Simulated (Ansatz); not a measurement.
The parent structure is Ti3SiC2 (space group P6_3/mmc, No. 194; a = 3.067 Å, c = 17.676 Å). Axes: x lies along a and z along c of the hexagonal cell.

The values are results of plane-wave PAW DFT at the r2SCAN level (Ansatz, an electronic-structure program, 500 eV), no SOC, not measurements.

Strains are applied to the cell and any free atomic positions relax; under biaxial strain the out-of-plane vector relaxes too; under stress the whole cell relaxes.

One change was made to it. Results:

```json
[
 {"quantity": "volume per atom", "base": "12.00 Å³", "after": "11.96 Å³"},
 {"quantity": "band gap", "base": "zero", "after": "zero"}
]
```

Task: Which of these changes matches the shifts?
A. biaxial strain −1.01 %, plane normal [001], relaxed out of plane
B. uniaxial strain ε_xx = +4.21 %
C. uniaxial stress, 2 GPa compression along x

Result: C, uniaxial stress, 2 GPa compression along x. For comparison, the volume per atom in the other runs: biaxial strain −1.01 %, plane normal [001], relaxed out of plane gives 11.83 Å³; uniaxial strain ε_xx = +4.21 % gives 12.51 Å³.

Without a gap, meshes like the base's 14×14×3 leave anisotropic stresses uncertain by several tenths of a GPa, and small strain energies with them. Stability under load was not tested beyond the relaxation. The final runs are not spin-polarised.
